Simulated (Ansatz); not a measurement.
# MoS2: the cost of one run

Computed with Ansatz 0.2.0 (DFT PBE, scalar-relativistic, plane waves, PAW, unless a step's input says otherwise).

The COD entry's cell or inner coordinates are ideal or old and differ from later refinements, so a difference from it is no clean test against experiment.

## Step 1: The system as given

Symmetry: R-3m, No. 166, trigonal system. Conventional cell: a = 3.171 Å, b = 3.171 Å, c = 18.345 Å, α = 90.00°, β = 90.00°, γ = 120.00°. Mo (site symmetry -3m) has 6 S at 2.39 Å as nearest neighbours. S (site symmetry 3m) is surrounded by 3 Mo at 2.39 Å.

As a file:

```
Mo S
1.0
     6.34200    0.00000    0.00000
     0.00000   10.98467    0.00000
    -1.58550   -0.91539   12.22999
Mo S
16 32
Direct
  0.00000 0.00000 0.00000
  0.50000 0.00000 0.00000
  0.25000 0.25000 0.00000
  0.37500 0.12500 0.50000
  0.75000 0.25000 0.00000
  0.87500 0.12500 0.50000
  0.50000 0.50000 0.00000
  0.62500 0.37500 0.50000
  0.00000 0.50000 0.00000
  0.12500 0.37500 0.50000
  0.75000 0.75000 0.00000
  0.87500 0.62500 0.50000
  0.25000 0.75000 0.00000
  0.37500 0.62500 0.50000
  0.12500 0.87500 0.50000
  0.62500 0.87500 0.50000
  0.28125 0.09375 0.12500
  0.78125 0.09375 0.12500
  0.53125 0.34375 0.12500
  0.65625 0.21875 0.62500
  0.03125 0.34375 0.12500
  0.15625 0.21875 0.62500
  0.78125 0.59375 0.12500
  0.90625 0.46875 0.62500
  0.28125 0.59375 0.12500
  0.40625 0.46875 0.62500
  0.03125 0.84375 0.12500
  0.15625 0.71875 0.62500
  0.53125 0.84375 0.12500
  0.65625 0.71875 0.62500
  0.40625 0.96875 0.62500
  0.90625 0.96875 0.62500
  0.09375 0.03125 0.37500
  0.59375 0.03125 0.37500
  0.34375 0.28125 0.37500
  0.46875 0.15625 0.87500
  0.84375 0.28125 0.37500
  0.96875 0.15625 0.87500
  0.59375 0.53125 0.37500
  0.71875 0.40625 0.87500
  0.09375 0.53125 0.37500
  0.21875 0.40625 0.87500
  0.84375 0.78125 0.37500
  0.96875 0.65625 0.87500
  0.34375 0.78125 0.37500
  0.46875 0.65625 0.87500
  0.21875 0.90625 0.87500
  0.71875 0.90625 0.87500
```

The runs take a perfect supercell of 48 atoms; the defect goes to fractional position (0.000, 0.000, 0.000).

## Step 2: The perfect supercell

Contents of input.yaml:

```yaml
crystal:
  lattice:
    - [6.342, 0.0, 1.0e-06]
    - [0.0, 10.984667, 0.0]
    - [-1.5855, -0.915389, 12.229993]
  atoms:
    - { symbol: Mo, position: [0.0, 0.0, 0.0] }
    - { symbol: Mo, position: [0.5, 0.0, 0.0] }
    - { symbol: Mo, position: [0.25, 0.25, 0.0] }
    - { symbol: Mo, position: [0.375, 0.125, 0.5] }
    - { symbol: Mo, position: [0.75, 0.25, 0.0] }
    - { symbol: Mo, position: [0.875, 0.125, 0.5] }
    - { symbol: Mo, position: [0.5, 0.5, 0.0] }
    - { symbol: Mo, position: [0.625, 0.375, 0.5] }
    - { symbol: Mo, position: [0.0, 0.5, 0.0] }
    - { symbol: Mo, position: [0.125, 0.375, 0.5] }
    - { symbol: Mo, position: [0.75, 0.75, 0.0] }
    - { symbol: Mo, position: [0.875, 0.625, 0.5] }
    - { symbol: Mo, position: [0.25, 0.75, 0.0] }
    - { symbol: Mo, position: [0.375, 0.625, 0.5] }
    - { symbol: Mo, position: [0.125, 0.875, 0.5] }
    - { symbol: Mo, position: [0.625, 0.875, 0.5] }
    - { symbol: S, position: [0.28125, 0.09375, 0.125] }
    - { symbol: S, position: [0.78125, 0.09375, 0.125] }
    - { symbol: S, position: [0.53125, 0.34375, 0.125] }
    - { symbol: S, position: [0.65625, 0.21875, 0.625] }
    - { symbol: S, position: [0.03125, 0.34375, 0.125] }
    - { symbol: S, position: [0.15625, 0.21875, 0.625] }
    - { symbol: S, position: [0.78125, 0.59375, 0.125] }
    - { symbol: S, position: [0.90625, 0.46875, 0.625] }
    - { symbol: S, position: [0.28125, 0.59375, 0.125] }
    - { symbol: S, position: [0.40625, 0.46875, 0.625] }
    - { symbol: S, position: [0.03125, 0.84375, 0.125] }
    - { symbol: S, position: [0.15625, 0.71875, 0.625] }
    - { symbol: S, position: [0.53125, 0.84375, 0.125] }
    - { symbol: S, position: [0.65625, 0.71875, 0.625] }
    - { symbol: S, position: [0.40625, 0.96875, 0.625] }
    - { symbol: S, position: [0.90625, 0.96875, 0.625] }
    - { symbol: S, position: [0.09375, 0.03125, 0.375] }
    - { symbol: S, position: [0.59375, 0.03125, 0.375] }
    - { symbol: S, position: [0.34375, 0.28125, 0.375] }
    - { symbol: S, position: [0.46875, 0.15625, 0.875] }
    - { symbol: S, position: [0.84375, 0.28125, 0.375] }
    - { symbol: S, position: [0.96875, 0.15625, 0.875] }
    - { symbol: S, position: [0.59375, 0.53125, 0.375] }
    - { symbol: S, position: [0.71875, 0.40625, 0.875] }
    - { symbol: S, position: [0.09375, 0.53125, 0.375] }
    - { symbol: S, position: [0.21875, 0.40625, 0.875] }
    - { symbol: S, position: [0.84375, 0.78125, 0.375] }
    - { symbol: S, position: [0.96875, 0.65625, 0.875] }
    - { symbol: S, position: [0.34375, 0.78125, 0.375] }
    - { symbol: S, position: [0.46875, 0.65625, 0.875] }
    - { symbol: S, position: [0.21875, 0.90625, 0.875] }
    - { symbol: S, position: [0.71875, 0.90625, 0.875] }
basis:
  ecutwfc: 420
  fft_grid_basis: typed
kpoints:
  mp_grid: { grid: [2, 1, 1] }
hamiltonian:
  xc: pbe
scf:
  occupations: { method: gaussian, width: 0.05 }
output:
  forces: true
  stress: false
  eigenvalues: true
  bader: false
  write_density: true
  volumetric_format: npy
```

Run with:

```sh
ansatz run input.yaml --threads 4 --pin off --max-ram 10240MiB --backend cpu --events-out ev --progress --plain --runs-dir out
```

Q: Estimate wall time and peak memory on 4 threads of Arm Neoverse V2, shared host.

About 8.7 s, with a peak of 2.3 GiB.
